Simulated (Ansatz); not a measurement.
F interstitial in MgF₂

Computed with DFT PBE, scalar-relativistic, plane waves, PAW in Ansatz 0.2.0. Run with 420 eV cutoff, 2×2×2 k-mesh, shifted by half a step, Gaussian smearing of 0.01 eV, collinear spin in charge 0 alone.

Host crystal, relaxed:

```
Mg F
1.0
     4.69758    0.00000    0.00000
     0.00000    4.69758    0.00000
     0.00000    0.00000    3.09299
Mg F
2 4
Cartesian
  2.3488 2.3488 1.5465
  0.0000 0.0000 0.0000
  3.2715 3.2715 0.0000
  3.7748 0.9228 1.5465
  1.4260 1.4260 0.0000
  0.9228 3.7748 1.5465
```

Supercell of 48 atoms, rows in host cell vectors: 1 1 2; 1 -1 -2; -1 1 -2. Atoms relax at the host's cell, keeping the symmetry that the supercell leaves at the site. The cell is small, so energies carry finite-size errors of tenths of an eV. The host's Kohn–Sham gap is 6.84 eV.

Defect: F interstitial at (0.050, 0.600, 0.062) of the host cell, charge -1.

Task: Give the relaxed supercell.

Result:
```xyz
49
Lattice="4.6976 4.6976 6.1860 4.6976 -4.6976 -6.1860 -4.6976 4.6976 -6.1860" Properties=species:S:1:pos:R:3 pbc="T T T"
Mg    2.3820    2.3704   -7.7358
Mg    2.3820    2.3704   -4.6283
Mg    2.3690    2.3193   -1.5266
Mg    2.3690    2.3193    1.5345
Mg   -2.3237    2.3666   -7.7318
Mg   -2.3236    2.3665   -4.6322
Mg    2.5180   -2.3001   -7.6411
Mg    2.5180   -2.3003   -4.7229
Mg   -0.0547    4.6972    0.0039
Mg    4.7766    0.0553   -3.0876
Mg    4.7457    0.0180    0.0039
Mg    0.0790    4.7529   -3.0905
Mg    0.0901   -0.0291   -6.1821
Mg    0.0216   -0.0737   -3.1249
Mg   -0.0882    0.1751    0.0040
Mg    0.0216   -0.0737   -9.2391
F     3.2757    3.2031    3.0437
F     3.2894    3.2940   -6.1821
F     3.2758    3.2029   -3.0358
F     3.2870    3.2766    0.0040
F     3.3386   -1.3908   -3.1104
F    -1.3754    3.2768   -6.1820
F    -1.3591    3.3069   -3.0677
F     2.7740   -0.7183   -6.1825
F    -0.8309    5.7196   -1.5921
F     3.8665    1.0218   -4.5861
F     3.8330    0.9211   -1.5451
F    -0.8645    5.6188   -4.6330
F    -0.8851    0.9222   -7.6974
F    -0.8851    0.9222   -4.6666
F    -1.0864    0.6940   -1.7719
F    -1.0869    0.6934  -10.5921
F     1.4295    1.4064   -9.2724
F     1.4004    1.5223   -6.1821
F     1.4295    1.4064   -3.0917
F     1.6434    1.2850    0.0039
F     1.4656    6.1849   -3.0886
F     1.4485    6.1225    0.0039
F     6.1633    1.4873   -3.0895
F     6.1644    1.4521    0.0039
F     5.6620   -0.9027   -1.5527
F     0.9644    3.7949   -4.6254
F     0.9441    3.7886   -1.5356
F     5.6418   -0.9088   -4.6425
F     0.9463   -0.8954   -1.5240
F     0.9463   -0.8954  -10.8401
F     0.8761   -1.0064   -7.7648
F     0.8764   -1.0063   -4.5993
F    -0.6549    2.1462    0.0045
```
Around the defect: 1 Mg at 2.05 Å, 1 Mg at 2.12 Å, 1 Mg at 2.13 Å, 1 F at 2.23 Å, 2 F at 2.33 Å, 1 F at 2.45 Å, 1 Mg at 2.62 Å. The run ended with a moment of 0.00 μB (no spin polarisation).